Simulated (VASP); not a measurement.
# TaN (P-6m2) in VASP: further runs

One crystal, TaN, is run at these levels: PBEsol; tasks: single point, relaxation of cell and atoms.

Everything below comes from runs of VASP 6.6.1. Logs are shortened: lines on timing, memory, paths and dates and some standing lists are left out, and cuts for length are marked.

**1. Starting point**

It takes space group P-6m2 (No. 187, hexagonal). The conventional cell has a = 2.924 Å, b = 2.924 Å, c = 2.871 Å, α = 90.00°, β = 90.00°, γ = 120.00°. Ta (site symmetry -6m2) is surrounded by 6 N at 2.22 Å. N (site symmetry -6m2) has 6 Ta at 2.22 Å as nearest neighbours.

**2. Single point, PBEsol (cell and atoms relaxed tightly for response)**

The input, INCAR:

```
PREC     = Accurate       # precision mode
ENCUT    = 520            # plane-wave cutoff, eV
EDIFF    = 1E-6           # SCF threshold, eV
ISMEAR   = -1             # smearing method
SIGMA    = 0.15           # smearing width, eV
LREAL    = False          # projectors in reciprocal space
LASPH    = True           # aspherical terms in the spheres
NELM     = 100            # most SCF steps
ALGO     = Normal         # electronic algorithm
ISIF     = 2              # what is computed and relaxed
LWAVE    = False          # write WAVECAR
LCHARG   = False          # write CHGCAR
GGA      = PS             # functional
NBANDS   = 15             # bands
```

The input, KPOINTS:

```
Automatic mesh
0
Gamma
  18 18 14
```

The input, POSCAR:

```
TaN
1.0
    2.9242701624      0.0000000000      0.0000000000
   -1.4621350812      2.5324922482      0.0000000000
    0.0000000000      0.0000000000      2.8701686365
Ta N
1 1
Direct
    0.3333333333      0.6666666667      0.5000000000
    0.0000000000      0.0000000000      0.0000000000
```

Potentials or basis: VASP PAW PBE potentials, release 64 (Ta_pv, N).

Run with:

```
$ cat potpaw_PBE.64/Ta_pv/POTCAR potpaw_PBE.64/N/POTCAR > POTCAR
$ mpirun -np 1 vasp_std > vasp.out
```

OUTCAR:

```text
PREC = Accurate
   ENCUT = 520
   EDIFF = 1E-6
   ISMEAR = -1
   LREAL = False
   LASPH = True
   NELM = 100
   ISIF = 2
   GGA = PS

 ion  position               nearest neighbor table
   1  0.333  0.667  0.500-   2 2.22   2 2.22   2 2.22   2 2.22   2 2.22   2 2.22
   2  0.000  0.000  0.000-   1 2.22   1 2.22   1 2.22   1 2.22   1 2.22   1 2.22

  LATTYP: Found a hexagonal cell.
 ALAT       =     2.9242701624
 C/A-ratio  =     0.9814991355

  Lattice vectors:

 A1 = (   2.9242701624,   0.0000000000,   0.0000000000)
 A2 = (  -1.4621350812,   2.5324922482,   0.0000000000)
 A3 = (   0.0000000000,   0.0000000000,   2.8701686365)

Analysis of symmetry for initial positions (statically):
=====================================================================
 Subroutine PRICEL returns:
 Original cell was already a primitive cell.

 Routine SETGRP: Setting up the symmetry group for a
 hexagonal supercell.

 Subroutine GETGRP returns: Found 12 space group operations
 (whereof 12 operations were pure point group operations)
 out of a pool of 24 trial point group operations.

The static configuration has the point symmetry D_3h.

Analysis of symmetry for dynamics (positions and initial velocities):
=====================================================================
 Subroutine PRICEL returns:
 Original cell was already a primitive cell.

 Routine SETGRP: Setting up the symmetry group for a
 hexagonal supercell.

 Subroutine GETGRP returns: Found 12 space group operations
 (whereof 12 operations were pure point group operations)
 out of a pool of 24 trial point group operations.

The dynamic configuration has the point symmetry D_3h.

 Subroutine INISYM returns: Found 12 space group operations
 (whereof 12 operations are pure point group operations),
 and found     1 'primitive' translations

----------------------------------------------------------------------------------------

                                     Primitive cell

  volume of cell :      21.2556

  direct lattice vectors                    reciprocal lattice vectors
     2.924270162  0.000000000  0.000000000     0.341965668  0.197433971  0.000000000
    -1.462135081  2.532492248  0.000000000     0.000000000  0.394867941  0.000000000
     0.000000000  0.000000000  2.870168636     0.000000000  0.000000000  0.348411584

  length of vectors
     2.924270162  2.924270162  2.870168636     0.394867941  0.394867941  0.348411584

  position of ions in fractional coordinates (direct lattice)
     0.333333333  0.666666667  0.500000000
     0.000000000  0.000000000  0.000000000

  ion indices of the primitive-cell ions
   primitive index   ion index
                 1           1
                 2           2

----------------------------------------------------------------------------------------

 KPOINTS: Automatic mesh

Automatic generation of k-mesh.
 Grid dimensions read from file:
 generate k-points for:   18   18   14

 Generating k-lattice:

  Cartesian coordinates                     Fractional coordinates (reciprocal lattice)
     0.018998093  0.010968554  0.000000000     0.055555556 -0.000000000  0.000000000
     0.000000000  0.021937108  0.000000000     0.000000000  0.055555556  0.000000000
     0.000000000  0.000000000  0.024886542     0.000000000  0.000000000  0.071428571

  Length of vectors
     0.021937108  0.021937108  0.024886542

  Shift w.r.t. Gamma in fractional coordinates (k-lattice)
     0.000000000  0.000000000  0.000000000

 Subroutine IBZKPT returns following result:
 ===========================================

 Found    296 irreducible k-points:

 Following reciprocal coordinates:
            Coordinates               Weight
  0.000000  0.000000  0.000000      1.000000
  0.055556 -0.000000  0.000000      6.000000
  0.111111 -0.000000  0.000000      6.000000
  0.166667  0.000000  0.000000      6.000000
  0.222222 -0.000000  0.000000      6.000000
  0.277778  0.000000  0.000000      6.000000
[... 16 lines left out ...]
  0.333333  0.111111  0.000000     12.000000
  0.388889  0.111111  0.000000     12.000000
 [... further k-points ...]
   k-points           NKPTS =    296   k-points in BZ     NKDIM =    296   number of bands    NBANDS=     15
   number of dos      NEDOS =    301   number of ions     NIONS =      2
   total plane-waves  NPLWV =  13824
   dimension x,y,z NGX =    24 NGY =   24 NGZ =   24
   dimension x,y,z NGXF=    48 NGYF=   48 NGZF=   48
   ions per type =               1   1
   NGX,Y,Z   is equivalent  to a cutoff of  13.64, 13.64, 13.90 a.u.
   NGXF,Y,Z  is equivalent  to a cutoff of  27.29, 27.29, 27.80 a.u.
 SYSTEM =  unknown system
   PREC   = accura    normal or accurate (medium, high low for compatibility)
   ISTART =      0    job   : 0-new  1-cont  2-samecut
   ICHARG =      2    charge: 1-file 2-atom 10-const
   ISPIN  =      1    spin polarized calculation?
   LNONCOLLINEAR =      F non collinear calculations
   LSORBIT =      F    spin-orbit coupling
   LASPH  =      T    aspherical Exc in radial PAW
   ENCUT  =  520.0 eV  38.22 Ry    6.18 a.u.   5.44  5.44  5.34*2*pi/ulx,y,z
   NELM   =    100;   NELMIN=  2; NELMDL= -5     # of ELM steps
   EDIFF  = 0.1E-05   stopping-criterion for ELM
   LREAL  =      F    real-space projection
   EDIFFG = 0.1E-04   stopping-criterion for IOM
   NSW    =      0    number of steps for IOM
   IBRION =     -1    ionic relax: 0-MD 1-quasi-New 2-CG
   NFREE  =      0    steps in history (QN), initial steepest desc. (CG)
   ISIF   =      2    stress and relaxation
   ISYM   =      2    0-nonsym 1-usesym 2-fastsym
   POTIM  = 0.5000    time-step for ionic-motion
   TEBEG  =    0.0;   TEEND  =   0.0 temperature during run
   PSTRESS=    0.0 pullay stress
   NELECT =      16.0000    total number of electrons
   NUPDOWN=      -1.0000    fix difference up-down
   EMIN   =  10.00;   EMAX   =-10.00  energy-range for DOS
   EFERMI =   0.00;   METHOD = LEGACY
   ISMEAR =    -1;   SIGMA  =   0.15  broadening in eV -4-tet -1-fermi 0-gaus
   EFERMI_NEDOS =   21; number of points for ismear=-14 and -15
   IALGO  =     38    algorithm
   IMIX   =      4    mixing-type and parameters
     AMIX     =   0.40;   BMIX     =  1.00
     AMIX_MAG =   1.60;   BMIX_MAG =  1.00
  volume/ion in A,a.u.               =      10.63        71.72
  Fermi-wavevector in a.u.,A,eV,Ry     =   1.489214  2.814207 30.174439  2.217759
  Thomas-Fermi vector in A             =   2.602151
   LORBIT       =      0    0 simple, 1 ext, 2 COOP (PROOUT), +10 PAW based schemes
   GGA     = PS    functional components
   LHFCALC =     F    Hartree Fock is set to
   AEXX    =    0.0000 exact exchange contribution
   IVDW    =     0    specifies the selected vdW correction
   LEPSILON=     F    determine dielectric tensor
   LRPA    =     F    only Hartree local field effects (RPA)
 non-spin polarized calculation
  energy-cutoff  :      520.00
  volume of cell :       21.26
 maximum number of plane-waves:       599
 NGX is ok and might be reduce to    24
   NGX = 11   NGY = 11   NGZ = 11

 number of electron      16.0000000 magnetization

 Free energy of the ion-electron system (eV)
  ---------------------------------------------------
  ext. energy  EPLUGINS =         0.00000000
  ---------------------------------------------------
  free energy    TOTEN  =       -23.80899886 eV

  energy without entropy =      -23.79921817  energy(sigma->0) =      -23.80410851

 E-fermi :   8.2650     XC(G=0): -13.5807

 val. band max:        8.2418422797   @ k =   0.0556  -0.0000   0.5000
 cond. band min:       8.2703679050   @ k =   0.0556  -0.0000   0.4286
 fundamental gap:      0.0285256254
 Fermi energy:         8.2650297007

 k-point     1 :       0.0000    0.0000    0.0000
  band No.  band energies     occupation
      1     -26.5000      2.00000
      2     -26.2250      2.00000
      3     -26.2250      2.00000
      4      -9.6049      2.00000
      5       3.6151      2.00000
      6       3.6151      2.00000
      7       3.9465      2.00000
      8       5.3107      2.00000
      9      10.5579      0.00000
     10      11.8994      0.00000
     11      11.8994      0.00000
     12      12.2979      0.00000
     13      12.2979      0.00000
     14      21.3363      0.00000
     15      21.7418      0.00000

 k-point     2 :       0.0556   -0.0000    0.0000
  band No.  band energies     occupation
      1     -26.4955      2.00000
      2     -26.2610      2.00000
      3     -26.2326      2.00000
      4      -9.5376      2.00000
      5       3.4017      2.00000
      6       3.6660      2.00000
      7       4.0516      2.00000
      8       5.2130      2.00000
      9      10.8046      0.00000
     10      11.7543      0.00000
     11      11.9082      0.00000
     12      12.2634      0.00000
     13      12.3891      0.00000
     14      21.3302      0.00000
     15      21.7361      0.00000

 k-point     3 :       0.1111   -0.0000    0.0000
  band No.  band energies     occupation
      1     -26.4824      2.00000
      2     -26.3636      2.00000
      3     -26.2544      2.00000
      4      -9.3436      2.00000
      5       2.9008      2.00000
      6       3.8107      2.00000
      7       4.2953      2.00000
      8       4.9476      2.00000
      9      11.2863      0.00000
     10      11.5407      0.00000
     11      11.9438      0.00000
     12      12.1655      0.00000
     13      12.6264      0.00000
     14      21.3096      0.00000
     15      21.7222      0.00000
[... 343 lines left out ...]
 k-point    23 :       0.3333    0.1111    0.0000
  band No.  band energies     occupation
      1     -27.1755      2.00000
      2     -26.5195      2.00000
      3     -26.3598      2.00000
      4      -7.4257      2.00000
      5       0.2465      2.00000
      6       3.1738      2.00000
      7       4.0593      2.00000
      8       5.8632      2.00000
      9      10.6643      0.00000
     10      10.7020      0.00000
     11      13.1860      0.00000
     12      14.3091      0.00000
     13      16.0744      0.00000
     14      21.3810      0.00000
     15      21.7626      0.00000

 k-point    24 :       0.3889    0.1111    0.0000
  band No.  band energies     occupation
      1     -27.2516      2.00000
      2     -26.5468      2.00000
      3     -26.3472      2.00000
      4      -7.2078      2.00000
      5       0.0531      2.00000
      6       3.0328      2.00000
      7       3.9272      2.00000
      8       5.9196      2.00000
      9      10.5615      0.00000
     10      11.3632      0.00000
     11      12.9008      0.00000
     12      14.3882      0.00000
     13      16.9670      0.00000
     14      20.4960      0.00000
     15      21.6920      0.00000

 [... further k-points ...]

------------------------ aborting loop because EDIFF is reached ----------------------------------------

  FORCE on cell =-STRESS in cart. coord.  units (eV):
  Direction    XX          YY          ZZ          XY          YZ          ZX
  --------------------------------------------------------------------------------------
  -------------------------------------------------------------------------------------
  Total        0.1038592      0.1038592      0.1306401      0.0000000     -0.0000000      0.0000000
  in kB        7.8285751      7.8285751      9.8472311      0.0000000     -0.0000000      0.0000000
  external PRESSURE =       8.5014604 kB  Pullay stress =       0.0000000 kB

 VOLUME and BASIS-vectors are now :
 -----------------------------------------------------------------------------
  energy-cutoff  :      520.00
  volume of cell :       21.26
      direct lattice vectors                 reciprocal lattice vectors
     2.924270162  0.000000000  0.000000000     0.341965668  0.197433971  0.000000000
    -1.462135081  2.532492248  0.000000000     0.000000000  0.394867941  0.000000000
     0.000000000  0.000000000  2.870168636     0.000000000  0.000000000  0.348411584

 POSITION                                       TOTAL-FORCE (eV/Angst)
 -----------------------------------------------------------------------------------
     -0.00000      1.68833      1.43508        -0.000000      0.000000      0.000000
      0.00000      0.00000      0.00000         0.000000     -0.000000      0.000000
 -----------------------------------------------------------------------------------
    total drift:                                0.000000     -0.000000     -0.000000

  FREE ENERGIE OF THE ION-ELECTRON SYSTEM (eV)
  ---------------------------------------------------
  free  energy   TOTEN  =       -23.8089988625 eV

  energy  without entropy=      -23.7992181652  energy(sigma->0) =      -23.80410851
```

It took 34 s on 1 thread of Intel Xeon Platinum 8488C (Sapphire Rapids), shared host; peak memory 0.21 GiB.

Results:

```yaml
Free_energy: -23.8090 eV
Pressure: 0.9 GPa
Band_gap_on_the_k_mesh: none (metal or under the smearing width)
```

Stress tensor (GPa, compression positive):
```
0.78 0.00 0.00
0.00 0.78 0.00
0.00 0.00 0.98
```

Caveat: the PAW data sets were made with another functional, which shifts forces and pressure a little. The run has no spin-orbit coupling, so splittings on Ta are missing.

**3. Single point, PBEsol**

The input, INCAR:

```
PREC = Accurate
ENCUT = 520
EDIFF = 1E-6
ISMEAR = 0
SIGMA = 0.1
LREAL = False
LASPH = True
NELM = 100
ALGO = Fast
ISIF = 2
LWAVE = False
LCHARG = False
GGA = PS
NBANDS = 15
```

KPOINTS is that of step 2.

The input, POSCAR:

```
TaN
1.0
    2.9239890458      0.0000000000      0.0000000000
   -1.4619945229      2.5322487940      0.0000000000
    0.0000000000      0.0000000000      2.8707276396
Ta N
1 1
Direct
    0.3333333333      0.6666666667      0.5000000000
    0.0000000000      0.0000000000      0.0000000000
```

Potentials or basis: VASP PAW PBE potentials, release 64 (Ta_pv, N).

Run with:

```
$ cat potpaw_PBE.64/Ta_pv/POTCAR potpaw_PBE.64/N/POTCAR > POTCAR
$ mpirun -np 1 vasp_std > vasp.out
```

It took 61 s on 1 thread of Intel Xeon Platinum 8559C (Emerald Rapids), shared host; peak memory 0.21 GiB.

The run converged. Its results:

* Free energy: -23.8056 eV
* Pressure: 0.8 GPa
* Band gap on the k mesh: none (metal or under the smearing width)

Stress tensor (GPa, compression positive):
```
0.78 0.00 0.00
0.00 0.78 0.00
0.00 0.00 0.98
```

Levels at points of the mesh, in eV from the Fermi level:
| k point | band 6 | band 7 | band 8 | band 9 | band 10 | band 11 |
| --- | --- | --- | --- | --- | --- | --- |
| (0.00, 0.00, 0.00) | -4.59 | -4.26 | -2.90 | 2.35 | 3.69 | 3.69 |
| (0.50, 0.00, 0.00) | -5.24 | -3.53 | -3.16 | 3.07 | 4.16 | 5.32 |
| (0.00, 0.00, 0.50) | -3.76 | -3.76 | -0.08 | -0.08 | 2.50 | 3.37 |
| (0.50, 0.00, 0.50) | -6.23 | -5.74 | -0.29 | 4.28 | 5.50 | 6.22 |

Caveat: the PAW data sets were made with another functional, which shifts forces and pressure a little.

**4. Relaxation of cell and atoms, PBEsol**

This run uses another cell than the first one, of 10.78 Å³/atom, 1.014 times its volume.

The input, INCAR:

```
PREC     = Accurate       # precision mode
ENCUT    = 600            # plane-wave cutoff, eV
EDIFF    = 1E-6           # SCF threshold, eV
ISMEAR   = 0              # smearing method
SIGMA    = 0.1            # smearing width, eV
LREAL    = F              # projectors in reciprocal space
LASPH    = T              # aspherical terms in the spheres
NELM     = 100            # most SCF steps
ALGO     = Normal         # electronic algorithm
ISIF     = 3              # what is computed and relaxed
LWAVE    = F              # write WAVECAR
LCHARG   = F              # write CHGCAR
GGA      = PS             # functional
IBRION   = 2              # ionic algorithm
NSW      = 100            # ionic steps
EDIFFG   = -0.005         # ionic threshold
```

KPOINTS is that of step 3.

The input, POSCAR:

```
TaN
1.0
    2.9380000000      0.0000000000      0.0000000000
   -1.4690000000      2.5443826363      0.0000000000
    0.0000000000      0.0000000000      2.8830000000
Ta N
1 1
Direct
    0.3333333333      0.6666666667      0.5000000000
    0.0000000000      0.0000000000      0.0000000000
```

Run with:

```
$ cat potpaw_PBE.64/Ta_pv/POTCAR potpaw_PBE.64/N/POTCAR > POTCAR
$ mpirun -np 1 vasp_std > vasp.out
```

Run time: 1.8 min. Hardware: 1 thread of Intel Xeon Platinum 8559C (Emerald Rapids), shared host; peak memory 0.23 GiB.

Results (log left out):

```yaml
Free_energy: -23.8085 eV
Relaxed_volume: 10.65 Å³/atom
Relaxed_cell: a = 2.926 Å, b = 2.926 Å, c = 2.873 Å, α = 90.00°, β = 90.00°, γ = 120.00°
Space_group_after_relaxing_to_0.05_Å: P-6m2 (No. 187)
Energy_gained_by_relaxing: 1.7 meV/atom
Ionic_steps: 6
Pressure_after_relaxing: 0.0 GPa
Band_gap_on_the_k_mesh: none (metal or under the smearing width)
```

The path:
| step | energy change (eV) | largest force (eV/Å) | pressure (GPa) | volume (Å³) |
| --- | --- | --- | --- | --- |
| 1 | 0.0000 | 0.0000 | -4.20 | 21.55 |
| 2 | 0.0181 | 0.0000 | 11.45 | 20.68 |
| 3 | -0.0033 | 0.0000 | -0.05 | 21.30 |
| 4 | -0.0033 | 0.0000 | 0.04 | 21.30 |
| 5 | -0.0034 | 0.0000 | 0.05 | 21.29 |
| 6 | -0.0034 | 0.0000 | 0.05 | 21.29 |

Final structure:
```
Ta N
1.0
     2.92561    0.00000    0.00000
    -1.46281    2.53365    0.00000
     0.00000    0.00000    2.87284
Ta N
1 1
Direct
  0.33333 0.66667 0.50000
  0.00000 0.00000 0.00000
```

Levels at points of the mesh, in eV from the Fermi level:
```tsv
k point	band 5	band 6	band 7	band 8	band 9	band 10	band 11	band 12
(0.00, 0.00, 0.00)	-4.58	-4.58	-4.26	-2.90	2.34	3.68	3.68	4.08
(0.50, 0.00, 0.00)	-8.35	-5.24	-3.52	-3.15	3.06	4.15	5.31	5.42
(0.00, 0.00, 0.50)	-9.43	-3.75	-3.75	-0.08	-0.08	2.50	3.37	3.37
(0.50, 0.00, 0.50)	-7.38	-6.22	-5.73	-0.30	4.27	5.49	6.20	7.23
```

Caveat: the PAW data sets were made with another functional, which shifts forces and pressure a little. Spin-orbit coupling is left out, which matters for the levels of Ta.

**5. Overview**

| task | cell | cutoff (eV) | smearing | gap on the mesh (eV) | pressure (GPa) |
| --- | --- | --- | --- | --- | --- |
| single point | cell and atoms relaxed tightly for response | 520 | fermi-dirac 0.15 eV | none | 0.9 |
| single point | P-6m2, 10.63 Å³/atom | 520 | gaussian 0.1 eV | none | 0.8 |
| relaxation of cell and atoms | relaxed | 600 | gaussian 0.1 eV | none | 0.0 |

Alike in all rows: level PBEsol; potentials or basis VASP PAW PBE potentials, release 64 (Ta_pv, N); no spin polarisation; k mesh 18 × 18 × 14.

Caveats: the PAW data sets were made with another functional, which shifts forces and pressure a little.

Absolute energies hang on the potentials; compare differences alone.
